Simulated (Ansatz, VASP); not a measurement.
One calculation of SiC (Moissanite), two programs

```
Si C
1.0
     3.07596    0.00000    0.00000
    -1.53798    2.66386    0.00000
     0.00000    0.00000    5.04770
Si C
2 2
Direct
  0.33333 0.66667 0.00459
  0.66667 0.33333 0.50459
  0.33333 0.66667 0.38041
  0.66667 0.33333 0.88041
```

Alike in both runs: functional PBEsol; k mesh 12 × 12 × 6; occupations gaussian, width 0.02 eV; no spin polarisation.

Ansatz relaxed the structure, and its values are those at the end. VASP's run is a single point on that final structure, the one shown.

```csv
,VASP,Ansatz
version,VASP 6.6.1,Ansatz 0.2.0
potentials or method,"VASP PAW PBE potentials, release 64 (Si, C)","scalar-relativistic, plane waves, PAW"
plane-wave cutoff (eV),520,420
valence electrons in the cell,16,16
```

|  | VASP | Ansatz | Ansatz less VASP |
| --- | --- | --- | --- |
| gap on the k mesh at the Fermi level (eV) | 2.11 | 2.12 | +0.011 |
| least direct gap on the mesh (eV) | 3.85 | 3.86 | +0.008 |
| pressure (GPa) | 0.3 | 0.0 | -0.35 |

Caveats: the PAW data sets were made with another functional, which shifts forces and pressure a little (VASP). A k mesh can miss the band edges. PBEsol gaps usually lie below the measured ones, often by a third to a half.
